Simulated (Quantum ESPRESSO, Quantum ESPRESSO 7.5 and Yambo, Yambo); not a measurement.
**Quasiparticle gap of ZrS2 (1T monolayer) in Yambo**

Wanted: ground state, empty states, screening and self-energy for ZrS2 (1T monolayer).

Main program and level: Quantum ESPRESSO 7.5 and Yambo 5.3.0; PBE and many-body steps on it, plane waves.

## 1. Set-up

The cell holds 3 atoms: 1 Zr and 2 S. Its edges and angles: a = 3.686 Å, b = 3.686 Å, c = 16.000 Å, α = 90.0°, β = 90.0°, γ = 120.0°. Vacuum lies along c.

The structure was relaxed with PBE. The runs that relaxed it are not among those shown.

## 2. Ground state

This step: Quantum ESPRESSO 7.5; DFT, PBE, plane waves, norm-conserving pseudopotentials.

The ground-state density comes first.

File pw.in:

```
&control
  calculation = 'scf'
  prefix = 'x'
  outdir = 'o'
  pseudo_dir = 'pseudo'
/
&system
  ibrav = 0
  nat = 3
  ntyp = 2
  ecutwfc = 58.0
  nbnd = 17
  force_symmorphic = .true.
/
&electrons
  conv_thr = 1e-10
  electron_maxstep = 80
  mixing_beta = 0.5
/
ATOMIC_SPECIES
  Zr 91.224 Zr.upf
  S 32.06 S.upf
CELL_PARAMETERS angstrom
  3.6856801499 0.0000000000 0.0000000000
  -1.8428400750 3.1918926401 0.0000000000
  0.0000000000 0.0000000000 16.0000000000
ATOMIC_POSITIONS crystal
  Zr 0.0000000000 0.0000000000 0.5000000000
  S 0.3333333333 0.6666666667 0.5905314995
  S 0.6666666667 0.3333333333 0.4094685005
K_POINTS automatic
  9 9 1 0 0 0
```

Run with:

```
> OMP_NUM_THREADS=1 mpirun -n 4 pw.x -nk 4 -in pw.in > pw.out
```

Log:

```text
Program PWSCF v.7.5 starts

     This program is part of the open-source Quantum ESPRESSO suite
     for quantum simulation of materials; please cite
         "P. Giannozzi et al., J. Phys.:Condens. Matter 21 395502 (2009);
         "P. Giannozzi et al., J. Phys.:Condens. Matter 29 465901 (2017);
         "P. Giannozzi et al., J. Chem. Phys. 152 154105 (2020);
     in publications or presentations arising from this work. More details at
     Message from routine setup:
     using ibrav=0 with symmetry is DISCOURAGED, use correct ibrav instead

     G-vector sticks info

     bravais-lattice index     =            0
     lattice parameter (alat)  =       6.9649  a.u.
     unit-cell volume          =    1270.2304 (a.u.)^3
     number of atoms/cell      =            3
     number of atomic types    =            2
     number of electrons       =        24.00
     number of Kohn-Sham states=           17
     kinetic-energy cutoff     =      58.0000  Ry
     charge density cutoff     =     232.0000  Ry
     scf convergence threshold =      1.0E-10
     mixing beta               =       0.5000
     number of iterations used =            8  plain     mixing
     Exchange-correlation= PBE
                           (   1   4   3   4   0   0   0)

     celldm(1)=   6.964926  celldm(2)=   0.000000  celldm(3)=   0.000000
     celldm(4)=   0.000000  celldm(5)=   0.000000  celldm(6)=   0.000000

     crystal axes: (cart. coord. in units of alat)
               a(1) = (   1.000000   0.000000   0.000000 )
               a(2) = (  -0.500000   0.866025   0.000000 )
               a(3) = (   0.000000   0.000000   4.341125 )

     reciprocal axes: (cart. coord. in units 2 pi/alat)
               b(1) = (  1.000000  0.577350 -0.000000 )
               b(2) = (  0.000000  1.154701  0.000000 )
               b(3) = (  0.000000 -0.000000  0.230355 )
     Pseudo is Norm-conserving + core correction, Zval = 12.0
     Generated using ONCVPSP code by D. R. Hamann
     Using radial grid of 1622 points,  6 beta functions with:
     Pseudo is Norm-conserving + core correction, Zval =  6.0
     Generated using ONCVPSP code by D. R. Hamann
     Using radial grid of 1146 points,  6 beta functions with:
     Zr               12.00    91.22400     Zr( 1.00)
     S                 6.00    32.06000     S ( 1.00)

     12 Sym. Ops., with inversion, found

   Cartesian axes

     site n.     atom                  positions (alat units)
         1        Zr     tau(   1) = (   0.0000000   0.0000000   2.1705627  )
         2        S      tau(   2) = (  -0.0000000   0.5773503   2.5635713  )
         3        S      tau(   3) = (   0.5000000   0.2886751   1.7775541  )

     number of k points=    12
                       cart. coord. in units 2pi/alat
        k(    1) = (   0.0000000   0.0000000   0.0000000), wk =   0.0246914
        k(    2) = (   0.0000000   0.1283001   0.0000000), wk =   0.1481481
        k(    3) = (   0.0000000   0.2566001   0.0000000), wk =   0.1481481
        k(    4) = (   0.0000000   0.3849002   0.0000000), wk =   0.1481481
        k(    5) = (   0.0000000   0.5132002   0.0000000), wk =   0.1481481
        k(    6) = (   0.1111111   0.1924501   0.0000000), wk =   0.1481481
        k(    7) = (   0.1111111   0.3207501   0.0000000), wk =   0.2962963
        k(    8) = (   0.1111111   0.4490502   0.0000000), wk =   0.2962963
        k(    9) = (   0.1111111   0.5773503   0.0000000), wk =   0.1481481
        k(   10) = (   0.2222222   0.3849002   0.0000000), wk =   0.1481481
        k(   11) = (   0.2222222   0.5132002   0.0000000), wk =   0.2962963
        k(   12) = (   0.3333333   0.5773503   0.0000000), wk =   0.0493827

     Dense  grid:    75723 G-vectors     FFT dimensions: (  36,  36, 150)

     Initial potential from superposition of free atoms

     starting charge      23.9976, renormalised to      24.0000
     Starting wfcs are   18 randomized atomic wfcs

     per-process dynamical memory:    58.5 Mb

     Self-consistent Calculation

     iteration #  1     ecut=    58.00 Ry     beta= 0.50

     Threshold (ethr) on eigenvalues was too large:
     Diagonalizing with lowered threshold

     total energy              =    -145.67518438 Ry
     estimated scf accuracy    <       0.21159390 Ry

     iteration #  2     ecut=    58.00 Ry     beta= 0.50

     total energy              =    -145.70295536 Ry
     estimated scf accuracy    <       0.10424334 Ry

     iteration #  3     ecut=    58.00 Ry     beta= 0.50

     total energy              =    -145.72939672 Ry
     estimated scf accuracy    <       0.02064727 Ry

     iteration #  4     ecut=    58.00 Ry     beta= 0.50

     total energy              =    -145.73175540 Ry
     estimated scf accuracy    <       0.00117161 Ry

     iteration #  5     ecut=    58.00 Ry     beta= 0.50

     total energy              =    -145.73193297 Ry
     estimated scf accuracy    <       0.00039740 Ry

     iteration #  6     ecut=    58.00 Ry     beta= 0.50

     total energy              =    -145.73197686 Ry
     estimated scf accuracy    <       0.00001363 Ry

     iteration #  7     ecut=    58.00 Ry     beta= 0.50

     total energy              =    -145.73198287 Ry
     estimated scf accuracy    <       0.00000486 Ry

     iteration #  8     ecut=    58.00 Ry     beta= 0.50

     total energy              =    -145.73198340 Ry
     estimated scf accuracy    <       0.00000070 Ry

     iteration #  9     ecut=    58.00 Ry     beta= 0.50

     total energy              =    -145.73198349 Ry
     estimated scf accuracy    <       0.00000003 Ry

     iteration # 10     ecut=    58.00 Ry     beta= 0.50

     total energy              =    -145.73198350 Ry
     estimated scf accuracy    <       0.00000001 Ry

     iteration # 11     ecut=    58.00 Ry     beta= 0.50

     total energy              =    -145.73198350 Ry
     estimated scf accuracy    <          1.2E-09 Ry

     iteration # 12     ecut=    58.00 Ry     beta= 0.50

     End of self-consistent calculation

          k = 0.0000 0.0000 0.0000 (  9571 PWs)   bands (ev):

   -50.5076 -28.5605 -28.4146 -28.4146 -13.9463 -12.8051  -5.2519  -4.2020
    -4.2020  -2.3845  -1.6019  -1.6019   0.0861   0.0861   1.0274   3.6215
     3.6215

          k = 0.0000 0.1283 0.0000 (  9531 PWs)   bands (ev):

   -50.5056 -28.5542 -28.4441 -28.4209 -13.8251 -12.8242  -5.1011  -4.4256
    -4.1287  -2.3467  -2.1281  -1.9179   0.1636   0.4783   1.1969   3.1044
     3.5457

          k = 0.0000 0.2566 0.0000 (  9517 PWs)   bands (ev):

   -50.5004 -28.5391 -28.5171 -28.4370 -13.5113 -12.8655  -4.8363  -4.6083
    -3.9797  -3.5540  -2.3624  -1.9676  -0.0016   1.1030   1.5520   2.8752
     3.5141

          k = 0.0000 0.3849 0.0000 (  9476 PWs)   bands (ev):

     [... further k-points ...]

     highest occupied, lowest unoccupied level (ev):    -1.6019   -0.3848

!    total energy              =    -145.73198350 Ry
     estimated scf accuracy    <          6.9E-11 Ry

     The total energy is the sum of the following terms:
     one-electron contribution =    -510.51896499 Ry
     hartree contribution      =     256.03965279 Ry
     xc contribution           =     -32.71153340 Ry
     ewald contribution        =     141.45886209 Ry

     convergence has been achieved in  12 iterations

     XML data file, charge density, pseudopotentials, collected wavefunctions

=------------------------------------------------------------------------------=
   JOB DONE.
=------------------------------------------------------------------------------=
```

The job ended after 12 s (4 MPI ranks of Arm Neoverse V1, shared host; peak memory 0.41 GiB).

Numbers from this step:

```yaml
total_energy: -1982.7846 eV
gap: 1.217 eV
k_of_the_valence_top: 0, 0, 0
k_of_the_conduction_bottom: 0, 0.4444, 0
least_direct_gap: 1.688 eV
```

The gap is indirect, with the least direct gap 0.47 eV higher.

## 3. Bands along the symmetry lines

The cheap functional maps the bands first; the places of the edges decide which points the dearer methods must see.

File pw.in:

```
&control
  calculation = 'bands'
  prefix = 'x'
  outdir = 'o'
  pseudo_dir = 'pseudo'
/
&system
  ibrav = 0
  nat = 3
  ntyp = 2
  ecutwfc = 58.0
  nbnd = 18
  force_symmorphic = .true.
/
&electrons
  conv_thr = 1e-9
  electron_maxstep = 80
  diago_full_acc = .true.
  diago_thr_init = 5e-6
/
ATOMIC_SPECIES
  Zr 91.224 Zr.upf
  S 32.06 S.upf
CELL_PARAMETERS angstrom
  3.6856801499 0.0000000000 0.0000000000
  -1.8428400750 3.1918926401 0.0000000000
  0.0000000000 0.0000000000 16.0000000000
ATOMIC_POSITIONS crystal
  Zr 0.0000000000 0.0000000000 0.5000000000
  S 0.3333333333 0.6666666667 0.5905314995
  S 0.6666666667 0.3333333333 0.4094685005
K_POINTS crystal
  25
  0.00000000 0.00000000 0.00000000 1
  0.06250000 0.00000000 0.00000000 1
  0.12500000 0.00000000 0.00000000 1
  0.18750000 0.00000000 0.00000000 1
  0.25000000 0.00000000 0.00000000 1
  0.31250000 0.00000000 0.00000000 1
  0.37500000 0.00000000 0.00000000 1
  0.43750000 0.00000000 0.00000000 1
  0.50000000 0.00000000 0.00000000 1
  0.47916667 0.04166667 0.00000000 1
  0.45833333 0.08333333 0.00000000 1
  0.43750000 0.12500000 0.00000000 1
  0.41666666 0.16666666 0.00000000 1
  0.39583333 0.20833333 0.00000000 1
  0.37500000 0.25000000 0.00000000 1
  0.35416666 0.29166666 0.00000000 1
  0.33333333 0.33333333 0.00000000 1
  0.29166666 0.29166666 0.00000000 1
  0.25000000 0.25000000 0.00000000 1
  0.20833333 0.20833333 0.00000000 1
  0.16666666 0.16666666 0.00000000 1
  0.12500000 0.12500000 0.00000000 1
  0.08333333 0.08333333 0.00000000 1
  0.04166667 0.04166667 0.00000000 1
  0.00000000 0.00000000 0.00000000 1
```

Log:

```text
[banner, memory and clock lines left out]
Program PWSCF v.7.5 starts

     Atomic positions and unit cell read from directory:
     o/x.save/

     Message from routine setup:
     using ibrav=0 with symmetry is DISCOURAGED, use correct ibrav instead

     G-vector sticks info

     bravais-lattice index     =            0
     lattice parameter (alat)  =       6.9649  a.u.
     unit-cell volume          =    1270.2304 (a.u.)^3
     number of atoms/cell      =            3
     number of atomic types    =            2
     number of electrons       =        24.00
     number of Kohn-Sham states=           18
     kinetic-energy cutoff     =      58.0000  Ry
     charge density cutoff     =     232.0000  Ry
     Exchange-correlation= PBE
                           (   1   4   3   4   0   0   0)

     celldm(1)=   6.964926  celldm(2)=   0.000000  celldm(3)=   0.000000
     celldm(4)=   0.000000  celldm(5)=   0.000000  celldm(6)=   0.000000

     crystal axes: (cart. coord. in units of alat)
               a(1) = (   1.000000   0.000000   0.000000 )
               a(2) = (  -0.500000   0.866025   0.000000 )
               a(3) = (   0.000000   0.000000   4.341125 )

     reciprocal axes: (cart. coord. in units 2 pi/alat)
               b(1) = (  1.000000  0.577350 -0.000000 )
               b(2) = (  0.000000  1.154701  0.000000 )
               b(3) = (  0.000000 -0.000000  0.230355 )
     Pseudo is Norm-conserving + core correction, Zval = 12.0
     Generated using ONCVPSP code by D. R. Hamann
     Using radial grid of 1622 points,  6 beta functions with:
     Pseudo is Norm-conserving + core correction, Zval =  6.0
     Generated using ONCVPSP code by D. R. Hamann
     Using radial grid of 1146 points,  6 beta functions with:
     Zr               12.00    91.22400     Zr( 1.00)
     S                 6.00    32.06000     S ( 1.00)

     12 Sym. Ops., with inversion, found

   Cartesian axes

     site n.     atom                  positions (alat units)
         1        Zr     tau(   1) = (   0.0000000   0.0000000   2.1705627  )
         2        S      tau(   2) = (  -0.0000000   0.5773503   2.5635713  )
         3        S      tau(   3) = (   0.5000000   0.2886751   1.7775541  )

     number of k points=    25
                       cart. coord. in units 2pi/alat
        k(    1) = (   0.0000000   0.0000000   0.0000000), wk =   0.0800000
        k(    2) = (   0.0625000   0.0360844   0.0000000), wk =   0.0800000
        k(    3) = (   0.1250000   0.0721688   0.0000000), wk =   0.0800000
[...]
[... 13 further rows ...]
        k(   24) = (   0.0416667   0.0721688   0.0000000), wk =   0.0800000
        k(   25) = (   0.0000000   0.0000000   0.0000000), wk =   0.0800000

     Dense  grid:    75723 G-vectors     FFT dimensions: (  36,  36, 150)

     The potential is recalculated from file :
     o/x.save/charge-density

     Starting wfcs are   18 randomized atomic wfcs

     Band Structure Calculation

     End of band structure calculation

          k = 0.0000 0.0000 0.0000 (  9571 PWs)   bands (ev):

   -50.5077 -28.5606 -28.4147 -28.4147 -13.9464 -12.8051  -5.2519  -4.2021
    -4.2021  -2.3846  -1.6019  -1.6019   0.0860   0.0860   1.0273   3.6214
     3.6214   3.9213

          k = 0.0625 0.0361 0.0000 (  9547 PWs)   bands (ev):

   -50.5071 -28.5585 -28.4243 -28.4168 -13.9072 -12.8114  -5.2030  -4.2866
[...]
3.5924   4.0373

          k = 0.1250 0.0722 0.0000 (  9535 PWs)   bands (ev):

[...]
3.5326   4.3400

[...]
k = 0.0417 0.0722 0.0000 (  9561 PWs)   bands (ev):

[...]
3.5713   4.0777

          k = 0.0000 0.0000 0.0000 (  9571 PWs)   bands (ev):

   -50.5077 -28.5606 -28.4147 -28.4147 -13.9464 -12.8051  -5.2519  -4.2021
    -4.2021  -2.3846  -1.6019  -1.6019   0.0860   0.0860   1.0273   3.6214
     3.6214   3.9213

     XML data file, pseudopotentials, collected wavefunctions
```

Run time: 8.9 s. Hardware: 4 MPI ranks; peak memory 0.33 GiB.

This step gave:

- gap: 1.195 eV
- k of the valence top: 0, 0, 0
- k of the conduction bottom: 0.5, 0, 0
- least direct gap: 1.688 eV

The gap is 1.195 eV, −0.022 eV from the run before at this level.

Electronic bands along the path, in eV, zero at the top of the highest filled band:

| point | band 9 | band 10 | band 11 | band 12 | band 13 | band 14 | band 15 | band 16 |
| --- | --- | --- | --- | --- | --- | --- | --- | --- |
| Γ | -2.60 | -0.78 | 0.00 | 0.00 | 1.69 | 1.69 | 2.63 | 5.22 |
| halfway | -2.35 | -2.19 | -0.84 | -0.41 | 1.54 | 2.83 | 3.24 | 4.57 |
| M | -2.36 | -2.17 | -1.11 | -0.93 | 1.20 | 3.36 | 3.64 | 5.57 |
| halfway | -2.15 | -2.06 | -1.74 | -1.18 | 1.86 | 3.30 | 3.36 | 5.07 |
| K | -3.04 | -1.76 | -1.76 | -1.51 | 2.38 | 3.16 | 3.16 | 5.30 |
| halfway | -2.60 | -1.91 | -1.48 | -0.45 | 2.12 | 2.39 | 3.51 | 4.58 |
| Γ | -2.60 | -0.78 | 0.00 | 0.00 | 1.69 | 1.69 | 2.63 | 5.22 |

## 4. Empty states on the mesh, 6×6×1 mesh, 141 bands

The sums over transitions need many empty states on a uniform mesh; this step solves for them.

File pw.in:

```
&control
  calculation = 'nscf'
  prefix = 'x'
  outdir = 'o'
  pseudo_dir = 'pseudo'
/
&system
  ibrav = 0
  nat = 3
  ntyp = 2
  ecutwfc = 58.0
  nbnd = 141
  force_symmorphic = .true.
/
&electrons
  conv_thr = 1e-9
  electron_maxstep = 80
  diago_full_acc = .true.
  diago_thr_init = 5e-6
/
ATOMIC_SPECIES
  Zr 91.224 Zr.upf
  S 32.06 S.upf
CELL_PARAMETERS angstrom
  3.6856801499 0.0000000000 0.0000000000
  -1.8428400750 3.1918926401 0.0000000000
  0.0000000000 0.0000000000 16.0000000000
ATOMIC_POSITIONS crystal
  Zr 0.0000000000 0.0000000000 0.5000000000
  S 0.3333333333 0.6666666667 0.5905314995
  S 0.6666666667 0.3333333333 0.4094685005
K_POINTS automatic
  6 6 1 0 0 0
```

Log:

```text
[banner, memory and clock lines left out]
Program PWSCF v.7.5 starts

     Atomic positions and unit cell read from directory:
     o/x.save/

     Message from routine setup:
     using ibrav=0 with symmetry is DISCOURAGED, use correct ibrav instead

     G-vector sticks info

     bravais-lattice index     =            0
     lattice parameter (alat)  =       6.9649  a.u.
     unit-cell volume          =    1270.2304 (a.u.)^3
     number of atoms/cell      =            3
     number of atomic types    =            2
     number of electrons       =        24.00
     number of Kohn-Sham states=          141
     kinetic-energy cutoff     =      58.0000  Ry
     charge density cutoff     =     232.0000  Ry
     Exchange-correlation= PBE
                           (   1   4   3   4   0   0   0)

     celldm(1)=   6.964926  celldm(2)=   0.000000  celldm(3)=   0.000000
     celldm(4)=   0.000000  celldm(5)=   0.000000  celldm(6)=   0.000000

     crystal axes: (cart. coord. in units of alat)
               a(1) = (   1.000000   0.000000   0.000000 )
               a(2) = (  -0.500000   0.866025   0.000000 )
               a(3) = (   0.000000   0.000000   4.341125 )

     reciprocal axes: (cart. coord. in units 2 pi/alat)
               b(1) = (  1.000000  0.577350 -0.000000 )
               b(2) = (  0.000000  1.154701  0.000000 )
               b(3) = (  0.000000 -0.000000  0.230355 )
     Pseudo is Norm-conserving + core correction, Zval = 12.0
     Generated using ONCVPSP code by D. R. Hamann
     Using radial grid of 1622 points,  6 beta functions with:
     Pseudo is Norm-conserving + core correction, Zval =  6.0
     Generated using ONCVPSP code by D. R. Hamann
     Using radial grid of 1146 points,  6 beta functions with:
     Zr               12.00    91.22400     Zr( 1.00)
     S                 6.00    32.06000     S ( 1.00)

     12 Sym. Ops., with inversion, found

   Cartesian axes

     site n.     atom                  positions (alat units)
         1        Zr     tau(   1) = (   0.0000000   0.0000000   2.1705627  )
         2        S      tau(   2) = (  -0.0000000   0.5773503   2.5635713  )
         3        S      tau(   3) = (   0.5000000   0.2886751   1.7775541  )

     number of k points=     7
                       cart. coord. in units 2pi/alat
        k(    1) = (   0.0000000   0.0000000   0.0000000), wk =   0.0555556
        k(    2) = (   0.0000000   0.1924501   0.0000000), wk =   0.3333333
        k(    3) = (   0.0000000   0.3849002   0.0000000), wk =   0.3333333
        k(    4) = (   0.0000000  -0.5773503   0.0000000), wk =   0.1666667
        k(    5) = (   0.1666667   0.2886751   0.0000000), wk =   0.3333333
        k(    6) = (   0.1666667   0.4811252   0.0000000), wk =   0.6666667
        k(    7) = (   0.3333333   0.5773503   0.0000000), wk =   0.1111111

     Dense  grid:    75723 G-vectors     FFT dimensions: (  36,  36, 150)

     The potential is recalculated from file :
     o/x.save/charge-density

     Starting wfcs are   18 randomized atomic wfcs +  123 random wfcs

     Band Structure Calculation

     End of band structure calculation

          k = 0.0000 0.0000 0.0000 (  9571 PWs)   bands (ev):

   -50.5077 -28.5606 -28.4147 -28.4147 -13.9464 -12.8051  -5.2519  -4.2021
    -4.2021  -2.3846  -1.6019  -1.6019   0.0860   0.0860   1.0273   3.6214
     3.6214   3.9213   4.5427   4.7502   5.1828   6.8080   7.4996   8.2222
[...]
[... 6 further rows ...]
[...]
45.4412  45.4412  45.4924  45.9963  46.1045

          k = 0.0000 0.1925 0.0000 (  9527 PWs)   bands (ev):

[...]
[... 6 further rows ...]
[...]
43.6769  43.8186  44.3499  44.8016  44.9547

          k = 0.0000 0.3849 0.0000 (  9476 PWs)   bands (ev):

[...]
26.2798  26.8392  27.1243  27.1417  27.4865  27.8701  28.4629  28.6820
     [... 6 further rows ...]
    40.5258  40.6723  40.7853  40.8206  41.8575  42.0673  42.1841  42.3069
    42.6485  42.8202  43.4163  43.5163  43.5616

          k = 0.0000-0.5774 0.0000 (  9422 PWs)   bands (ev):

     [... further k-points ...]

     highest occupied, lowest unoccupied level (ev):    -1.6019   -0.4066

     XML data file, pseudopotentials, collected wavefunctions
```

Elapsed: 30 s, on 4 MPI ranks; peak memory 0.71 GiB; 2 min of CPU time.

This step gave:

| Property | Result |
| --- | --- |
| gap | 1.195 eV |
| k of the valence top | 0, 0, 0 |
| k of the conduction bottom | 0, -0.5, 0 |
| least direct gap | 1.688 eV |
| k points computed | 7 |
| lowest point of the top converged band, above the valence top | 43.49 eV |

On this mesh the gap is 1.195 eV.

[end of part 1 of 2]

[Paths, hosts, dates, memory and timing lines, banners, echoed tables and standing remarks are left out of the program output.]

[Logs are printed without paths, hosts, clocks, repeated set-up lines and the standing remarks that a program may print on its own settings, such as how far it seeks lower states.]

[Runs of the session that timed out or met a known fault of the program may be left out.]

[Hosts, paths, dates, database ids (printed as entryN), source tags and the programs' standing remarks are cut or masked in the printed files.]
